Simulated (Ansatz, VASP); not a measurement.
## Two plane-wave programs on Rb

Contents of INCAR:

```
SYSTEM = Rb
  ALGO = Fast
  EDIFF = 1E-6
  ENCUT = 520
  GGA = PE
  ISIF = 2
  ISMEAR = 0
  LASPH = .True.
  LCHARG = .True.
  LELF = .True.
  LREAL = .False.
  LVHAR = .True.
  LWAVE = .False.
  NBANDS = 16
  NELM = 100
  PREC = Accurate
  SIGMA = 0.1
```

Contents of KPOINTS:

```
k-points
0
Gamma
  9 9 6
  0 0 0
```

File POSCAR:

```
Rb
1.0
    5.0745196992      0.0000000000      0.0000000000
   -2.5372598496      4.3946629715      0.0000000000
    0.0000000000      0.0000000000      9.1791340622
Rb
2
Direct
    0.3333333300      0.6666666700      0.2500000000
    0.6666666700      0.3333333300      0.7500000000
```

Input for Ansatz:

```yaml
crystal:
  lattice:
    - [5.0745196992, 0.0, 0.0]
    - [-2.5372598496, 4.3946629715, 0.0]
    - [0.0, 0.0, 9.1791340622]
  atoms:
    - { symbol: Rb, position: [0.33333333, 0.66666667, 0.25] }
    - { symbol: Rb, position: [0.66666667, 0.33333333, 0.75] }
basis:
  ecutwfc: 420
kpoints:
  mp_grid: { grid: [9, 9, 6] }
hamiltonian:
  xc: pbe
scf:
  occupations: { method: gaussian, width: 0.1 }
output:
  forces: true
  stress: true
  eigenvalues: true
  populations: true
```

Alike in both runs: task single point; functional PBE; k mesh 9 × 9 × 6; occupations gaussian, width 0.1 eV; no spin polarisation.

|  | VASP | Ansatz |
| --- | --- | --- |
| version | VASP 6.6.1 | Ansatz 0.2.0 |
| potentials or method | VASP PAW PBE potentials, release 64 (Rb_sv) | scalar-relativistic, plane waves, PAW |
| plane-wave cutoff (eV) | 520 | 420 |
| valence electrons in the cell | 18 | 18 |

```tsv
	VASP	Ansatz	Ansatz less VASP
gap on the k mesh at the Fermi level (eV)	none	none	-
pressure (GPa)	-0.2	-0.2	0.00
largest component of the traceless stress (GPa)	0.18	0.18	0.000
```

A gap of «none» marks a metal or a gap that the smearing closes. The functional is the same, so the differences come from potentials, cutoffs and numerics.
